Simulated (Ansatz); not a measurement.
# ZrN: the cost of one run

Computed with Ansatz 0.2.0 (DFT PBE+D3(BJ), scalar-relativistic, plane waves, PAW, unless a step's input says otherwise).

1 further run of the same task is left out (set aside as unsound or not needed).

## (1) The system as given

It takes space group Fm-3m (No. 225, cubic). The conventional cell has a = 4.559 Å, b = 4.559 Å, c = 4.559 Å, α = 90.00°, β = 90.00°, γ = 90.00°. Zr (site symmetry m-3m) is surrounded by 6 N at 2.28 Å. Around N (site symmetry m-3m) lie 6 Zr at 2.28 Å.

Structure file:

```
CELL_PARAMETERS angstrom
0.00000 2.27957 2.27957
2.27957 0.00000 2.27957
2.27957 2.27957 0.00000
ATOMIC_POSITIONS crystal
Zr 0.00000 0.00000 0.00000
N 0.50000 0.50000 0.50000
```

This cell was relaxed beforehand with the same method: volume 11.85 Å³/atom, gap on the mesh none (metal).

## (2) The slab

Miller indices refer to the conventional cell of the relaxed bulk, Fm-3m (No. 225): a = 4.559 Å, b = 4.559 Å, c = 4.559 Å, α = 90.00°, β = 90.00°, γ = 90.00°.

A (100) slab, 4.6 Å thick as cut, with 16 Å of vacuum, in a 2×2 surface cell; its outer planes are ZrN (top) and ZrN (bottom).

The slab as cut. Layers, bottom to top:

| plane | atoms per cell | height over the lowest (Å) |
| --- | --- | --- |
| 1 | Zr4N4 | 0.00 |
| 2 | Zr4N4 | 2.28 |
| 3 | Zr4N4 | 4.56 |

## (3) Relaxing the clean slab

Input file input.yaml:

```yaml
crystal:
  lattice:
    - [6.4475937667, 0.0, 0.0]
    - [0.0, 6.4475937667, 0.0]
    - [0.0, 0.0, 20.5591372748]
  atoms:
    - { symbol: Zr, position: [0.25, 0.25, 0.3891213864] }
    - { symbol: Zr, position: [0.25, 0.75, 0.3891213864] }
    - { symbol: Zr, position: [0.75, 0.25, 0.3891213864] }
    - { symbol: Zr, position: [0.75, 0.75, 0.3891213864] }
    - { symbol: "N", position: [0.5, 0.5, 0.3891213864] }
    - { symbol: "N", position: [0.5, 0.0, 0.3891213864] }
    - { symbol: "N", position: [0.0, 0.5, 0.3891213864] }
    - { symbol: "N", position: [0.0, 0.0, 0.3891213864] }
    - { symbol: Zr, position: [0.5, 0.5, 0.5] }
    - { symbol: Zr, position: [0.5, 0.0, 0.5] }
    - { symbol: Zr, position: [0.0, 0.5, 0.5] }
    - { symbol: Zr, position: [0.0, 0.0, 0.5] }
    - { symbol: "N", position: [0.75, 0.75, 0.5] }
    - { symbol: "N", position: [0.75, 0.25, 0.5] }
    - { symbol: "N", position: [0.25, 0.75, 0.5] }
    - { symbol: "N", position: [0.25, 0.25, 0.5] }
    - { symbol: Zr, position: [0.75, 0.75, 0.6108786136] }
    - { symbol: Zr, position: [0.75, 0.25, 0.6108786136] }
    - { symbol: Zr, position: [0.25, 0.75, 0.6108786136] }
    - { symbol: Zr, position: [0.25, 0.25, 0.6108786136] }
    - { symbol: "N", position: [0.0, 0.0, 0.6108786136] }
    - { symbol: "N", position: [0.0, 0.5, 0.6108786136] }
    - { symbol: "N", position: [0.5, 0.0, 0.6108786136] }
    - { symbol: "N", position: [0.5, 0.5, 0.6108786136] }
basis:
  ecutwfc: 420
kpoints:
  mp_grid: { grid: [3, 3, 1] }
hamiltonian:
  xc: pbe
  dispersion: d3bj
scf:
  occupations: { method: gaussian, width: 0.1 }
output:
  forces: true
  eigenvalues: true
relax:
  adjacent_minimum: "off"
  f_tol: 0.03
  max_steps: 70
  constraints: [{ sites: [0, 1, 2, 3, 4, 5, 6, 7] }]
efield:
  axis: 3
  dipole_correction: true
  ramp_width: 0.04
```

On the command line:

```
$ ansatz run input.yaml --threads 4 --pin off --max-ram 10240MiB --backend cpu --events-out ev --progress --plain --runs-dir out
```

**Question.** How long does this run take on 4 threads of Arm Neoverse V1, shared host, and how much memory does it need?

About 56 s, with a peak of 1.6 GiB.
